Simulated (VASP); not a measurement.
Set up this calculation in VASP 6.6.1, as the native input.

| Item | Value |
| --- | --- |
| Task | single point |
| Functional | RPBE |
| Potentials or basis | VASP PAW PBE potentials, release 64 (Pd) |
| Cutoff | 520 eV |
| k mesh | 10 × 10 × 10 |
| Occupations | fermi-dirac, width 0.1 eV |
| Spin | no spin polarisation |
| Dipole correction | no |
| Further INCAR settings | ALGO = Fast; EDIFF = 1e-06; NBANDS = 17 |

The structure of Pd lies in POSCAR:

```
Pd
1.0
    0.0000000000      2.8268708304      2.8268708304
    2.8268708304      0.0000000000      2.8268708304
    2.8268708304      2.8268708304      0.0000000000
Pd
2
Direct
    0.1250000000      0.1250000000      0.1250000000
    0.8750000000      0.8750000000      0.8750000000
```

This isn't the form of Pd at room conditions, which is fcc.

One way to write it, as run:

INCAR

```
SYSTEM = Pd
  ALGO = Fast
  EDIFF = 1E-6
  ENCUT = 520
  GGA = RP
  ISIF = 2
  ISMEAR = -1
  LASPH = .TRUE.
  LCHARG = .FALSE.
  LREAL = .FALSE.
  LWAVE = .FALSE.
  NBANDS = 17
  NELM = 100
  PREC = Accurate
  SIGMA = 0.1
```

KPOINTS

```
k-points
0
G
  10 10 10
  0 0 0
```

Potentials or basis: VASP PAW PBE potentials, release 64 (Pd).

Launch:

```sh
$ cat potpaw_PBE.64/Pd/POTCAR > POTCAR
$ mpirun -np 1 vasp_std > vasp.out
```

Results of the run:

The pressure is 9.3 GPa and the band gap on the k mesh is none (metal or under the smearing width).

Caveat: the PAW data sets were made with another functional, which shifts forces and pressure a little.

Wall time 17 s on 1 thread of Intel(R) Xeon(R) 6975P-C (Granite Rapids) (shared host), peak memory 0.17 GiB.
